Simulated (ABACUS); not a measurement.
Write the native input for ABACUS 3.10.1 that does the following.

* Task: relaxation of cell and atoms
* Functional: PBEsol
* Potentials or basis: SPMS ONCV 1.0 PBE
* Cutoff: 1184 eV
* Density cutoff: 4735 eV
* Basis: plane waves
* k mesh: 6 × 6 × 6
* Occupations: fermi-dirac, width 0.05 eV
* Spin: no spin polarisation
* Max steps of the relaxation: 60
* Force threshold: 0.02 eV/Å
* Optimiser: cg
* Stress threshold: 0.2 kbar
* Radial cutoff of the potentials (pseudo_rcut): 10 bohr
* SCF threshold on the density: 1e-08
* Max SCF steps: 100
* Eigensolver: dav
* Mixing: broyden
* Mixing share: 0.7
* Symmetry key: 1
* Bands: 19

The system is PbSe (Clausthalite).

```
CELL_PARAMETERS angstrom
0.00000 3.06065 3.06065
3.06065 0.00000 3.06065
3.06065 3.06065 0.00000
ATOMIC_POSITIONS crystal
Pb 0.00000 0.00000 0.00000
Se 0.50000 0.50000 0.50000
```

One way to write it, as run:

INPUT

```
INPUT_PARAMETERS
suffix              PbSe
calculation         cell-relax
basis_type          pw
pseudo_dir          ./
symmetry            1
dft_functional      pbesol
ecutwfc             87
pseudo_rcut         10
nspin               1
nbands              19
ks_solver           dav
smearing_method     fd
smearing_sigma      0.00367493
scf_thr             1e-08
scf_nmax            100
mixing_type         broyden
mixing_beta         0.7
cal_force           1
cal_stress          1
relax_nmax          60
force_thr_ev        0.02
relax_method        cg
out_stru            1
stress_thr          0.2
kpar                4
```

STRU

```
ATOMIC_SPECIES
Pb 207.2000 82_Pb_14_3.0_3.1_pbe_n_v1.0.upf
Se 78.9710 34_Se_16_1.9_2.1_pbe_n_v1.0.upf

LATTICE_CONSTANT
1.8897261246

LATTICE_VECTORS
0.0000000000 3.0606500000 3.0606500000
3.0606500000 0.0000000000 3.0606500000
3.0606500000 3.0606500000 0.0000000000

ATOMIC_POSITIONS
Direct

Pb
0.0
1
0.0000000000 0.0000000000 0.0000000000 1 1 1

Se
0.0
1
0.5000000000 0.5000000000 0.5000000000 1 1 1
```

KPT

```
K_POINTS
0
Gamma
6 6 6 0 0 0
```

Potentials or basis: SPMS ONCV 1.0 PBE, plane waves.

The run is started by

```bash
$ OMP_NUM_THREADS=1 mpirun -np 4 abacus > log
```

Results of the run:

```json
{"Relaxed volume": "28.21 Å³/atom", "Relaxed cell": "a = 4.305 Å, b = 4.305 Å, c = 4.305 Å, α = 60.00°, β = 60.00°, γ = 60.00°", "Space group after relaxing (to 0.05 Å)": "Fm-3m (No. 225)", "Energy gained by relaxing": "1.2 meV/atom", "Ionic steps": "3", "Pressure after relaxing": "0.0 GPa", "Band gap on the k mesh": "0.15 eV, direct"}
```

Caveat: the potentials were made for another functional, which shifts forces and pressure; spin-orbit coupling is left out, which as a rule narrows the gap of such compounds by several tenths of an eV.

It took 24 s on 4 MPI ranks on Intel(R) Xeon(R) Platinum 8259CL CPU @ 2.50GHz (Skylake/Cascade Lake), on a shared host, peak memory 0.48 GiB a rank.
